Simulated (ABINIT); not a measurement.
**GaSb: band structure with LDA**

**The experiment to reproduce.**

From a printed reference work, data compilation, for a bulk crystal of GaSb at 4.2 K: band gap 0.811 eV (direct).

Crystal: GaSb.

```
Sb Ga
1.0
     0.00000    3.05900    3.05900
     3.05900    0.00000    3.05900
     3.05900    3.05900    0.00000
Sb Ga
1 1
Direct
  0.75000 0.75000 0.75000
  0.00000 0.00000 0.00000
```

```json
{
  "Program": "ABINIT 10.8.3 (patched build)",
  "Task": "band structure",
  "Functional": "LDA",
  "Potentials or basis": "JTH PAW LDA v2.0",
  "Cutoff": "463 eV",
  "k mesh": "8 × 8 × 8",
  "Occupations": "fermi-dirac, width 0.05 eV",
  "Spin": "no spin polarisation",
  "Fine-grid cutoff": "925.187 eV"
}
```

The pressure is -2.0 GPa. The band gap on the k mesh is none (metal or under the smearing width) and the valence electrons inside the program's atomic spheres are Sb 12.56; Ga 11.06.

Levels at the corners of the path, in eV from the Fermi level:
```csv
point,band 12,band 13,band 14,band 15,band 16,band 17
Γ,-0.22,-0.04,-0.04,-0.04,2.74,2.74
X,-6.88,-2.61,-2.61,0.81,1.14,8.59
W,-6.75,-3.39,-3.17,3.57,4.23,4.31
K,-6.70,-3.65,-2.22,1.30,3.78,6.48
Γ,-0.22,-0.04,-0.04,-0.04,2.74,2.74
L,-6.44,-1.19,-1.19,0.24,3.71,3.71
U,-6.70,-3.65,-2.22,1.30,3.78,6.48
W,-6.75,-3.39,-3.17,3.57,4.23,4.31
L,-6.44,-1.19,-1.19,0.24,3.71,3.71
K,-6.70,-3.65,-2.22,1.30,3.78,6.48
```

It took 80 s on 1 thread of Arm Neoverse V1, on a shared host, peak memory 0.12 GiB.

A measured gap of GaSb is 0.811 eV (direct; 4.2 K; a printed reference work, data compilation); the calculated 0.00 eV misses it by -0.81 eV. Spin-orbit coupling on Ga, Sb is left out. The value is that of LDA on a finite k mesh, which can miss the band edges, without temperature or zero-point motion. Semilocal functionals fall short of measured gaps as a rule.

Caveat: spin-orbit coupling is left out, which moves the levels of the heavy elements; this crystal is a semiconductor, whose small gap the functional closes, so the metal is an error of the method.
